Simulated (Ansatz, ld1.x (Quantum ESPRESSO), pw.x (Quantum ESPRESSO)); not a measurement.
What a changed setting does to a pw.x run (sc Ta)

Potential: PAW, ld1.x (Quantum ESPRESSO) 7.5, PBEsol; core [Xe] 4f14, reference 5d3.5 6s1.5 6p0; waves: 6s (bound): rcut 2.15, rcutus 2.85 bohr; 6s channel at 0.05 Ry: rcut 2.15, rcutus 2.85 bohr; 6p (bound, empty): rcut 3.10, rcutus 3.90 bohr; 6p channel at 0.65 Ry: rcut 3.10, rcutus 3.90 bohr; 5d (bound): rcut 2.15, rcutus 2.55 bohr; 5d channel at 1.7 Ry: rcut 2.15, rcutus 2.55 bohr; local part: all-electron potential smoothed inside 2.55 bohr (lloc = -2); core correction: Bessel-smoothed model core inside 1.80 bohr; augmentation: BESSEL, radius 1.85 bohr.

The reference run (k-mesh 12³, cutoffs 40/320 Ry, Fermi–Dirac 0.01 Ry, mixing_beta 0.4, conv_thr 1e-9, no spin) gives 2.30 GPa at 19.639 Å³/atom, where all-electron LAPW gives 1.64 GPa. This run, with its own iteration cap, changes degauss to 0.002.

```
&control
  calculation='scf', prefix='x', pseudo_dir='./', outdir='./tmp', tstress=.true., disk_io='none'
/
&system
  ibrav=0, nat=1, ntyp=1, ecutwfc=40, ecutrho=320, nbnd=9,
  occupations='smearing', smearing='fd', degauss=0.002
/
&electrons
  conv_thr=1e-09, mixing_beta=0.4, electron_maxstep=50
/
ATOMIC_SPECIES
Ta 1.0 Ta.UPF
CELL_PARAMETERS angstrom
  2.69798661 0.00000000 0.00000000
  0.00000000 2.69798661 0.00000000
  0.00000000 0.00000000 2.69798661
ATOMIC_POSITIONS crystal
Ta 0.0000 0.0000 0.0000
K_POINTS automatic
12 12 12 0 0 0
```

```bash
pw.x < Ta.scf.in > Ta.scf.out
```

Problem. How does the run end?

Solution. It converges in 12 iterations; the free energy moves by +22.8 meV/atom and the pressure by -0.03 GPa. In a metal, with Fermi–Dirac smearing, F lies below its zero-width value by a term in the square of the width.

```
Message from routine setup:
     using ibrav=0 with symmetry is DISCOURAGED, use correct ibrav instead
     lattice parameter (alat)  =       5.0985  a.u.
     unit-cell volume          =     132.5305 (a.u.)^3
     number of electrons       =         5.00
     number of Kohn-Sham states=            9
     kinetic-energy cutoff     =      40.0000  Ry
     charge density cutoff     =     320.0000  Ry
     scf convergence threshold =      1.0E-09
     Exchange-correlation= SLA  PW   PSX  PSC
     number of k points=    84  Fermi-Dirac smearing, width (Ry)=  0.0020
     iteration #  1     ecut=    40.00 Ry     beta= 0.40
     total energy              =    -626.79427517 Ry
     estimated scf accuracy    <       0.07634103 Ry
     iteration #  2     ecut=    40.00 Ry     beta= 0.40
     total energy              =    -626.78312683 Ry
     estimated scf accuracy    <       0.02002200 Ry
     iteration #  3     ecut=    40.00 Ry     beta= 0.40
     total energy              =    -626.78584915 Ry
     estimated scf accuracy    <       0.00032679 Ry
     iteration #  4     ecut=    40.00 Ry     beta= 0.40
     c_bands:  1 eigenvalues not converged
     total energy              =    -626.78677549 Ry
     estimated scf accuracy    <       0.00021445 Ry
     iteration #  5     ecut=    40.00 Ry     beta= 0.40
     total energy              =    -626.78673332 Ry
     estimated scf accuracy    <       0.00004951 Ry
     iteration #  6     ecut=    40.00 Ry     beta= 0.40
     total energy              =    -626.78673449 Ry
     estimated scf accuracy    <       0.00001042 Ry
     iteration #  7     ecut=    40.00 Ry     beta= 0.40
     total energy              =    -626.78673406 Ry
     estimated scf accuracy    <       0.00000307 Ry
     iteration #  8     ecut=    40.00 Ry     beta= 0.40
     total energy              =    -626.78673391 Ry
     estimated scf accuracy    <       0.00000069 Ry
     iteration #  9     ecut=    40.00 Ry     beta= 0.40
     total energy              =    -626.78673440 Ry
     estimated scf accuracy    <       0.00000002 Ry
     iteration # 10     ecut=    40.00 Ry     beta= 0.40
     total energy              =    -626.78673441 Ry
     estimated scf accuracy    <          7.3E-09 Ry
     iteration # 11     ecut=    40.00 Ry     beta= 0.40
     total energy              =    -626.78673441 Ry
     estimated scf accuracy    <          2.9E-09 Ry
     iteration # 12     ecut=    40.00 Ry     beta= 0.40
     the Fermi energy is    10.8199 ev
!    total energy              =    -626.78673441 Ry
     estimated scf accuracy    <          4.3E-11 Ry
     smearing contrib. (-TS)   =      -0.00012820 Ry
     The total energy is F=E-TS. E is the sum of the following terms:
     one-electron contribution =       8.41345222 Ry
     hartree contribution      =       0.12986097 Ry
     xc contribution           =     -23.12645440 Ry
     ewald contribution        =     -13.91253353 Ry
     one-center paw contrib.   =    -598.29093147 Ry
     convergence has been achieved in  12 iterations
          total   stress  (Ry/bohr**3)                   (kbar)     P=       22.69
     Message from routine punch:
     Nothing written, as per user request (disk_io='none')
```

The run took about 14 s on one core of a shared host (Neoverse-V1, 32 threads, 247 GiB, load 11).
